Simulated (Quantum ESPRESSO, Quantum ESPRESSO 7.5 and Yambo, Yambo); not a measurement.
**Quasiparticle gap of LiCl (Fm-3m) in Yambo**

Aim: the G0W0 gap of LiCl (Fm-3m) on PBE, step by step.

Program: Quantum ESPRESSO 7.5 and Yambo 5.3.0. Level of theory: PBE and many-body steps on it, plane waves. Results are calculated unless marked as measured.

### Step 1. The starting structure

The structure is cubic, space group Fm-3m (No. 225). The conventional cell has a = 5.143 Å, b = 5.143 Å, c = 5.143 Å, α = 90.00°, β = 90.00°, γ = 90.00°. Nearest to Li lie 6 Cl at 2.57 Å. Cl has 6 Li at 2.57 Å nearest. Farther neighbours and most contacts between anions are not listed.

Structure file:

```cif
data_structure
_symmetry_space_group_name_H-M 'Fm-3m'
_symmetry_Int_Tables_number 225
_cell_length_a 5.1430
_cell_length_b 5.1430
_cell_length_c 5.1430
_cell_angle_alpha 90.000
_cell_angle_beta 90.000
_cell_angle_gamma 90.000
_cell_volume 136.03
loop_
_atom_site_label
_atom_site_type_symbol
_atom_site_symmetry_multiplicity
_atom_site_Wyckoff_symbol
_atom_site_fract_x
_atom_site_fract_y
_atom_site_fract_z
_atom_site_occupancy
Li1 Li 4 a 0.00000 0.00000 0.00000 1
Cl1 Cl 4 b 0.50000 0.00000 0.00000 1
```

The cell and positions come from the Crystallography Open Database and are kept as given unless a step says otherwise.

### Step 2. Ground state

This step: Quantum ESPRESSO 7.5; DFT, PBE, plane waves, norm-conserving pseudopotentials.

The ground-state density comes first.

Contents of pw.in:

```
&control
  calculation = 'scf'
  prefix = 'x'
  outdir = 'o'
  pseudo_dir = 'pseudo'
/
&system
  ibrav = 0
  nat = 2
  ntyp = 2
  ecutwfc = 66.0
  nbnd = 10
  force_symmorphic = .true.
/
&electrons
  conv_thr = 1e-10
  electron_maxstep = 80
  mixing_beta = 0.5
/
ATOMIC_SPECIES
  Li 6.94 Li.upf
  Cl 35.45 Cl.upf
CELL_PARAMETERS angstrom
  0.0000000000 2.5715000000 2.5715000000
  2.5715000000 0.0000000000 2.5715000000
  2.5715000000 2.5715000000 -0.0000000000
ATOMIC_POSITIONS crystal
  Li 0.0000000000 0.0000000000 0.0000000000
  Cl 0.5000000000 0.5000000000 0.5000000000
K_POINTS automatic
  8 8 8 0 0 0
```

Started as:

```
$ OMP_NUM_THREADS=1 mpirun -n 4 pw.x -nk 4 -in pw.in > pw.out
```

Output:

```text
Program PWSCF v.7.5 starts

     This program is part of the open-source Quantum ESPRESSO suite
     for quantum simulation of materials; please cite
         "P. Giannozzi et al., J. Phys.:Condens. Matter 21 395502 (2009);
         "P. Giannozzi et al., J. Phys.:Condens. Matter 29 465901 (2017);
         "P. Giannozzi et al., J. Chem. Phys. 152 154105 (2020);
     in publications or presentations arising from this work. More details at
     Message from routine setup:
     using ibrav=0 with symmetry is DISCOURAGED, use correct ibrav instead

     G-vector sticks info

     bravais-lattice index     =            0
     lattice parameter (alat)  =       6.8723  a.u.
     unit-cell volume          =     229.5018 (a.u.)^3
     number of atoms/cell      =            2
     number of atomic types    =            2
     number of electrons       =        10.00
     number of Kohn-Sham states=           10
     kinetic-energy cutoff     =      66.0000  Ry
     charge density cutoff     =     264.0000  Ry
     scf convergence threshold =      1.0E-10
     mixing beta               =       0.5000
     number of iterations used =            8  plain     mixing
     Exchange-correlation= PBE
                           (   1   4   3   4   0   0   0)

     celldm(1)=   6.872273  celldm(2)=   0.000000  celldm(3)=   0.000000
     celldm(4)=   0.000000  celldm(5)=   0.000000  celldm(6)=   0.000000

     crystal axes: (cart. coord. in units of alat)
               a(1) = (   0.000000   0.707107   0.707107 )
               a(2) = (   0.707107   0.000000   0.707107 )
               a(3) = (   0.707107   0.707107  -0.000000 )

     reciprocal axes: (cart. coord. in units 2 pi/alat)
               b(1) = ( -0.707107  0.707107  0.707107 )
               b(2) = (  0.707107 -0.707107  0.707107 )
               b(3) = (  0.707107  0.707107 -0.707107 )
     Pseudo is Norm-conserving, Zval =  3.0
     Generated using ONCVPSP code by D. R. Hamann
     Using radial grid of 1944 points,  4 beta functions with:
     Pseudo is Norm-conserving + core correction, Zval =  7.0
     Generated using ONCVPSP code by D. R. Hamann
     Using radial grid of 1028 points,  6 beta functions with:
     Li                3.00     6.94000     Li( 1.00)
     Cl                7.00    35.45000     Cl( 1.00)

     48 Sym. Ops., with inversion, found

   Cartesian axes

     site n.     atom                  positions (alat units)
         1        Li     tau(   1) = (   0.0000000   0.0000000   0.0000000  )
         2        Cl     tau(   2) = (   0.7071068   0.7071068   0.7071068  )

     number of k points=    29
                       cart. coord. in units 2pi/alat
        k(    1) = (   0.0000000   0.0000000   0.0000000), wk =   0.0039062
        k(    2) = (   0.0883883   0.0883883  -0.0883883), wk =   0.0312500
        k(    3) = (   0.1767767   0.1767767  -0.1767767), wk =   0.0312500
        k(    4) = (   0.2651650   0.2651650  -0.2651650), wk =   0.0312500
        k(    5) = (  -0.3535534  -0.3535534   0.3535534), wk =   0.0156250
        k(    6) = (   0.1767767   0.0000000   0.0000000), wk =   0.0234375
        k(    7) = (   0.2651650   0.0883883  -0.0883883), wk =   0.0937500
        k(    8) = (   0.3535534   0.1767767  -0.1767767), wk =   0.0937500
        k(    9) = (  -0.2651650  -0.4419417   0.4419417), wk =   0.0937500
        k(   10) = (  -0.1767767  -0.3535534   0.3535534), wk =   0.0937500
     [... 17 further rows ...]
        k(   28) = (  -0.7071068   0.1767767  -0.0000000), wk =   0.0468750
        k(   29) = (  -0.7071068   0.3535534   0.0000000), wk =   0.0234375

     Dense  grid:    16529 G-vectors     FFT dimensions: (  36,  36,  36)

     Initial potential from superposition of free atoms

     starting charge       9.9954, renormalised to      10.0000
     Starting wfcs are    6 randomized atomic wfcs +    4 random wfcs

     per-process dynamical memory:    16.6 Mb

     Self-consistent Calculation

     iteration #  1     ecut=    66.00 Ry     beta= 0.50

     Threshold (ethr) on eigenvalues was too large:
     Diagonalizing with lowered threshold

     total energy              =     -47.46996383 Ry
     estimated scf accuracy    <       0.02116381 Ry

     iteration #  2     ecut=    66.00 Ry     beta= 0.50

     total energy              =     -47.47362258 Ry
     estimated scf accuracy    <       0.00112289 Ry

     iteration #  3     ecut=    66.00 Ry     beta= 0.50

     total energy              =     -47.47386907 Ry
     estimated scf accuracy    <       0.00025445 Ry

     iteration #  4     ecut=    66.00 Ry     beta= 0.50

     total energy              =     -47.47390076 Ry
     estimated scf accuracy    <       0.00000159 Ry

     iteration #  5     ecut=    66.00 Ry     beta= 0.50

     total energy              =     -47.47390177 Ry
     estimated scf accuracy    <       0.00000035 Ry

     iteration #  6     ecut=    66.00 Ry     beta= 0.50

     total energy              =     -47.47390186 Ry
     estimated scf accuracy    <          6.7E-09 Ry

     iteration #  7     ecut=    66.00 Ry     beta= 0.50

     total energy              =     -47.47390187 Ry
     estimated scf accuracy    <          6.7E-10 Ry

     iteration #  8     ecut=    66.00 Ry     beta= 0.50

     End of self-consistent calculation

          k = 0.0000 0.0000 0.0000 (  2085 PWs)   bands (ev):

   -41.8897 -11.7694   1.5999   1.5999   1.5999   7.8844  13.3924  13.3924
    13.3924  16.0905

          k = 0.0884 0.0884-0.0884 (  2073 PWs)   bands (ev):

   -41.8891 -11.6953   1.0798   1.5595   1.5595   8.3460  12.6536  13.3114
    13.3115  14.5384

          k = 0.1768 0.1768-0.1768 (  2067 PWs)   bands (ev):

   -41.8881 -11.5066   0.0384   1.4672   1.4672   8.7849  12.2063  12.2063
    12.4956  15.3333

          k = 0.2652 0.2652-0.2652 (  2072 PWs)   bands (ev):

     [... further k-points ...]

     highest occupied, lowest unoccupied level (ev):     1.5999    7.8844

!    total energy              =     -47.47390187 Ry
     estimated scf accuracy    <          3.0E-11 Ry

     The total energy is the sum of the following terms:
     one-electron contribution =     -10.62760269 Ry
     hartree contribution      =       7.64874199 Ry
     xc contribution           =     -12.42433177 Ry
     ewald contribution        =     -32.07070939 Ry

     convergence has been achieved in   8 iterations

     XML data file, charge density, pseudopotentials, collected wavefunctions

=------------------------------------------------------------------------------=
   JOB DONE.
=------------------------------------------------------------------------------=
```

Run time: 4.9 s. Hardware: 4 MPI ranks of Intel Xeon Platinum 8259CL at 2.50GHz (Skylake/Cascade Lake), shared host; peak memory 0.23 GiB.

This step gave:

| Property | Result |
| --- | --- |
| total energy | -645.9153 eV |
| gap | 6.285 eV |
| k of the valence top | 0, 0, 0 |
| k of the conduction bottom | 0, 0, 0 |
| least direct gap | 6.285 eV |

The gap is direct, at Γ.

### Step 3. Bands along the symmetry lines

The cheap functional maps the bands first; the places of the edges decide which points the dearer methods must see.

Contents of pw.in:

```
&control
  calculation = 'bands'
  prefix = 'x'
  outdir = 'o'
  pseudo_dir = 'pseudo'
/
&system
  ibrav = 0
  nat = 2
  ntyp = 2
  ecutwfc = 66.0
  nbnd = 11
  force_symmorphic = .true.
/
&electrons
  conv_thr = 1e-9
  electron_maxstep = 80
  diago_full_acc = .true.
  diago_thr_init = 5e-6
/
ATOMIC_SPECIES
  Li 6.94 Li.upf
  Cl 35.45 Cl.upf
CELL_PARAMETERS angstrom
  0.0000000000 2.5715000000 2.5715000000
  2.5715000000 0.0000000000 2.5715000000
  2.5715000000 2.5715000000 -0.0000000000
ATOMIC_POSITIONS crystal
  Li 0.0000000000 0.0000000000 0.0000000000
  Cl 0.5000000000 0.5000000000 0.5000000000
K_POINTS crystal
  50
  0.00000000 0.00000000 0.00000000 1
  0.06250000 0.00000000 0.06250000 1
  0.12500000 0.00000000 0.12500000 1
  0.18750000 0.00000000 0.18750000 1
  0.25000000 0.00000000 0.25000000 1
  0.31250000 0.00000000 0.31250000 1
  0.37500000 0.00000000 0.37500000 1
  0.43750000 0.00000000 0.43750000 1
  0.50000000 0.00000000 0.50000000 1
  0.51562500 0.03125000 0.51562500 1
  0.53125000 0.06250000 0.53125000 1
  0.54687500 0.09375000 0.54687500 1
  0.56250000 0.12500000 0.56250000 1
  0.57812500 0.15625000 0.57812500 1
  0.59375000 0.18750000 0.59375000 1
  0.60937500 0.21875000 0.60937500 1
  0.62500000 0.25000000 0.62500000 1
  0.37500000 0.37500000 0.75000000 1
  0.32812500 0.32812500 0.65625000 1
  0.28125000 0.28125000 0.56250000 1
  0.23437500 0.23437500 0.46875000 1
  0.18750000 0.18750000 0.37500000 1
  0.14062500 0.14062500 0.28125000 1
  0.09375000 0.09375000 0.18750000 1
  0.04687500 0.04687500 0.09375000 1
  0.00000000 0.00000000 0.00000000 1
  0.06250000 0.06250000 0.06250000 1
  0.12500000 0.12500000 0.12500000 1
  0.18750000 0.18750000 0.18750000 1
  0.25000000 0.25000000 0.25000000 1
  0.31250000 0.31250000 0.31250000 1
  0.37500000 0.37500000 0.37500000 1
  0.43750000 0.43750000 0.43750000 1
  0.50000000 0.50000000 0.50000000 1
  0.50000000 0.46875000 0.53125000 1
  0.50000000 0.43750000 0.56250000 1
  0.50000000 0.40625000 0.59375000 1
  0.50000000 0.37500000 0.62500000 1
  0.50000000 0.34375000 0.65625000 1
  0.50000000 0.31250000 0.68750000 1
  0.50000000 0.28125000 0.71875000 1
  0.50000000 0.25000000 0.75000000 1
  0.50000000 0.21875000 0.71875000 1
  0.50000000 0.18750000 0.68750000 1
  0.50000000 0.15625000 0.65625000 1
  0.50000000 0.12500000 0.62500000 1
  0.50000000 0.09375000 0.59375000 1
  0.50000000 0.06250000 0.56250000 1
  0.50000000 0.03125000 0.53125000 1
  0.50000000 0.00000000 0.50000000 1
```

Output:

```text
[banner, memory and clock lines left out]
Program PWSCF v.7.5 starts

     Atomic positions and unit cell read from directory:
     o/x.save/

     Message from routine setup:
     using ibrav=0 with symmetry is DISCOURAGED, use correct ibrav instead

     G-vector sticks info

     bravais-lattice index     =            0
     lattice parameter (alat)  =       6.8723  a.u.
     unit-cell volume          =     229.5018 (a.u.)^3
     number of atoms/cell      =            2
     number of atomic types    =            2
     number of electrons       =        10.00
     number of Kohn-Sham states=           11
     kinetic-energy cutoff     =      66.0000  Ry
     charge density cutoff     =     264.0000  Ry
     Exchange-correlation= PBE
                           (   1   4   3   4   0   0   0)

     celldm(1)=   6.872273  celldm(2)=   0.000000  celldm(3)=   0.000000
     celldm(4)=   0.000000  celldm(5)=   0.000000  celldm(6)=   0.000000

     crystal axes: (cart. coord. in units of alat)
               a(1) = (   0.000000   0.707107   0.707107 )
               a(2) = (   0.707107   0.000000   0.707107 )
               a(3) = (   0.707107   0.707107  -0.000000 )

     reciprocal axes: (cart. coord. in units 2 pi/alat)
               b(1) = ( -0.707107  0.707107  0.707107 )
               b(2) = (  0.707107 -0.707107  0.707107 )
               b(3) = (  0.707107  0.707107 -0.707107 )
     Pseudo is Norm-conserving, Zval =  3.0
     Generated using ONCVPSP code by D. R. Hamann
     Using radial grid of 1944 points,  4 beta functions with:
     Pseudo is Norm-conserving + core correction, Zval =  7.0
     Generated using ONCVPSP code by D. R. Hamann
     Using radial grid of 1028 points,  6 beta functions with:
     Li                3.00     6.94000     Li( 1.00)
     Cl                7.00    35.45000     Cl( 1.00)

     48 Sym. Ops., with inversion, found

   Cartesian axes

     site n.     atom                  positions (alat units)
         1        Li     tau(   1) = (   0.0000000   0.0000000   0.0000000  )
         2        Cl     tau(   2) = (   0.7071068   0.7071068   0.7071068  )

     number of k points=    50
                       cart. coord. in units 2pi/alat
        k(    1) = (   0.0000000   0.0000000   0.0000000), wk =   0.0400000
        k(    2) = (   0.0000000   0.0883883   0.0000000), wk =   0.0400000
        k(    3) = (   0.0000000   0.1767767   0.0000000), wk =   0.0400000
[...]
[... 38 further rows ...]
        k(   49) = (   0.0441942   0.7071068   0.0000000), wk =   0.0400000
        k(   50) = (   0.0000000   0.7071068   0.0000000), wk =   0.0400000

     Dense  grid:    16529 G-vectors     FFT dimensions: (  36,  36,  36)

     The potential is recalculated from file :
     o/x.save/charge-density

     Starting wfcs are    6 randomized atomic wfcs +    5 random wfcs

     Band Structure Calculation

     End of band structure calculation

          k = 0.0000 0.0000 0.0000 (  2085 PWs)   bands (ev):

   -41.8897 -11.7693   1.5999   1.5999   1.5999   7.8845  13.3924  13.3924
    13.3924  15.9196  16.0923

          k = 0.0000 0.0884 0.0000 (  2089 PWs)   bands (ev):

   -41.8896 -11.7439   1.4742   1.5526   1.5526   8.0705  13.1024  13.4084
    13.4084  14.3759  15.9808

          k = 0.0000 0.1768 0.0000 (  2061 PWs)   bands (ev):

   -41.8889 -11.6697   1.1319   1.4209   1.4209   8.5896  12.4564  12.9953
    13.4905  13.4905  16.1616

          k =-0.0000 0.2652 0.0000 (  2061 PWs)   bands (ev):

[...]
k = 0.0000 0.4419-0.0000 (  2072 PWs)   bands (ev):

[...]
k =-0.0000 0.5303 0.0000 (  2072 PWs)   bands (ev):

[...]
k = 0.0000 0.6187-0.0000 (  2080 PWs)   bands (ev):

[...]
k = 0.4640 0.4640-0.0000 (  2081 PWs)   bands (ev):

[...]
k = 0.3315 0.3315-0.0000 (  2083 PWs)   bands (ev):

[...]
k = 0.3094 0.7071-0.0000 (  2100 PWs)   bands (ev):

[...]
k = 0.2210 0.7071-0.0000 (  2090 PWs)   bands (ev):

[...]
k = 0.1768 0.7071-0.0000 (  2082 PWs)   bands (ev):

[...]
k = 0.0442 0.7071 0.0000 (  2080 PWs)   bands (ev):

   -41.8861 -10.9731  -1.2403   0.4925   0.5169   9.4457   9.9017  13.9301
    15.4388  15.6899  18.3143

          k = 0.0000 0.7071 0.0000 (  2068 PWs)   bands (ev):

   -41.8860 -10.9728  -1.2536   0.5154   0.5154   9.4157   9.8579  13.9712
    15.6623  15.6623  18.1033

     XML data file, pseudopotentials, collected wavefunctions
```

Elapsed: 4.7 s, on 4 MPI ranks; peak memory 0.22 GiB.

Numbers from this step:

| Property | Result |
| --- | --- |
| gap | 6.282 eV |
| k of the valence top | 0.0469, 0.0469, 0.0938 |
| k of the conduction bottom | 0, 0, 0 |
| least direct gap | 6.285 eV |

The gap is 6.282 eV, −0.002 eV from the run before at this level.

Electronic bands along the path, in eV, zero at the top of the highest filled band; v1 is the highest filled band, c1 the lowest empty one:

```tsv
point	v4	v3	v2	v1	c1	c2	c3	c4
Γ	-13.37	0.00	0.00	0.00	6.28	11.79	11.79	11.79
halfway	-13.01	-1.49	-0.58	-0.58	8.48	9.49	9.68	12.42
X	-12.57	-2.86	-1.09	-1.09	7.81	8.26	12.37	14.06
halfway	-12.58	-2.75	-1.31	-1.01	7.94	8.69	12.06	13.04
U	-12.60	-2.45	-1.76	-0.82	8.04	9.86	11.37	11.65
jump to K	-12.60	-2.45	-1.76	-0.82	8.04	9.86	11.37	11.65
halfway	-13.00	-1.69	-0.85	-0.09	7.91	10.03	10.29	10.78
Γ	-13.37	0.00	0.00	0.00	6.28	11.79	11.79	11.79
halfway	-13.11	-1.56	-0.13	-0.13	7.18	10.60	10.60	10.89
L	-12.81	-2.78	-0.25	-0.25	6.74	9.43	9.43	12.89
halfway	-12.70	-2.51	-1.29	-0.57	8.17	9.25	10.46	11.65
W	-12.58	-2.09	-2.09	-1.05	9.46	10.08	10.36	10.36
halfway	-12.58	-2.65	-1.42	-1.07	8.29	8.90	11.76	12.07
X	-12.57	-2.86	-1.09	-1.09	7.81	8.26	12.37	14.06
```

The electronic bands as a text plot (rows in eV, shown from -8.0 to 11.9 only):

```
   11.5 |++++     +      ++      +++++++++++ ++       ++    ++
   10.6 |  +++             ++++++++++    ++++         +++++++
    9.8 |    +++++       ++   +++            +++++++++   ++++
    9.0 |       ++     ++                           +++++  ++++
    8.2 |     +++++++++++++++++++                     +      ++++
    7.3 |  +++                   ++++      +++++    ++
    6.5 |++                          ++++++     ++++
    5.7 |
    4.8 |
    4.0 |
    3.2 |
    2.4 |
    1.5 |
    0.7 |
   -0.1 |*****              **************************
   -1.0 |    ***************  *******      *        *************
   -1.8 |     ****      *********           ***        *******
   -2.6 |         *********                    **********  ******
   -3.4 |
   -4.3 |
   -5.1 |
   -5.9 |
   -6.8 |
   -7.6 |
         Γ           X  U|K            Γ         L        W     X
```

[end of part 1 of 2]

[Paths, hosts, dates, memory and timing lines, banners, echoed tables and standing remarks are left out of the program output.]

[Logs are printed without paths, hosts, clocks, repeated set-up lines and the standing remarks that a program may print on its own settings, such as how far it seeks lower states.]

[Runs of the session that timed out or met a known fault of the program may be left out.]

[Hosts, paths, dates, database ids (printed as entryN), source tags and the programs' standing remarks are cut or masked in the printed files.]
